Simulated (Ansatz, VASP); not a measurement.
One calculation of Pd, two programs

INCAR

```
PREC = Accurate ; ENCUT = 520
EDIFF = 1E-6 ; ISMEAR = -1
SIGMA = 0.1 ; LREAL = F
LASPH = T ; NELM = 60
ALGO = Normal ; ISIF = 2
LWAVE = F ; LCHARG = T
GGA = PE ; LELF = T
LVHAR = T ; NBANDS = 11
```

KPOINTS

```
Automatic mesh
0
Gamma
  13 13 13
```

Contents of POSCAR:

```
Pd
1.0
    2.5064926262      0.0000000000      0.0000000000
    0.0000000000      2.5064926262      0.0000000000
    0.0000000000      0.0000000000      2.5064926262
Pd
1
Direct
    0.0000000000      0.0000000000      0.0000000000
```

Input for Ansatz:

```yaml
crystal:
  lattice:
    - [2.5064926262, 0.0, 0.0]
    - [0.0, 2.5064926262, 0.0]
    - [0.0, 0.0, 2.5064926262]
  atoms:
    - { symbol: Pd, position: [0.0, 0.0, 0.0] }
hamiltonian:
  xc: pbe
  pseudopotentials:
    kind: paw
    azcp:
      Pd: "pseudopotentials/Pd.paw.azcp"
basis:
  ecutwfc: 420
  fft_grid_basis: typed
kpoints:
  mp_grid: { grid: [13, 13, 13], shift: [0, 0, 0] }
magnetization:
  spin_polarized: false
scf:
  occupations: { method: fermi_dirac, width: 0.1 }
  lower_state_search: "off"
output:
  stress: true
  write_density: true
  write_potential: true
  elf: true
  volumetric_format: npy
```

Alike in both runs: task single point; functional PBE; k mesh 13 × 13 × 13; occupations fermi-dirac, width 0.1 eV; no spin polarisation.

|  | VASP | Ansatz |
| --- | --- | --- |
| version | VASP 6.6.1 | Ansatz 0.2.0 |
| potentials or method | VASP PAW PBE potentials, release 64 (Pd) | plane waves (420 eV) with PAW, scalar-relativistic |
| plane-wave cutoff (eV) | 520 | 420 |
| valence electrons in the cell | 10 | 18 |

Ansatz gave:

| Quantity | Value |
| --- | --- |
| pressure (GPa) | 21.5 |

Task: Estimate VASP's values.

Result: Pressure (GPa): 20.9.

The functional is the same, so the differences come from potentials, cutoffs and numerics. The two sets of potentials don't hold the same shells in valence.

Caveats: so large a pressure means that the cell lies far from this level's equilibrium, or that cutoff or potentials fall short (VASP).
